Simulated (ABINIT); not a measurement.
Crystal: Sr.

```xyz
1
Lattice="0.0000 3.0423 3.0423 3.0423 0.0000 3.0423 3.0423 3.0423 0.0000" Properties=species:S:1:pos:R:3 pbc="T T T"
Sr    0.0000    0.0000    0.0000
```

Base run:

```yaml
Program: ABINIT 10.8.3 (patched build)
Functional: PBEsol
Potentials_or_basis: PseudoDojo NC SR PBEsol v0.4.1 standard
Cutoff: 762 eV
k_mesh: 6 × 6 × 6
Occupations: fermi-dirac, width 0.05 eV
Spin: no spin polarisation
```

Its results: pressure -1.1 GPa.

Task: The run is repeated on the same cell with these changes: functional from PBEsol to PBE; potentials or basis from PseudoDojo NC SR PBEsol v0.4.1 standard to PseudoDojo NC SR PBE v0.4 stringent. What comes out?

Result: Pressure -0.5 GPa.

Caveats: the cutoff is short for stress, so the pressure is rough (some runs).
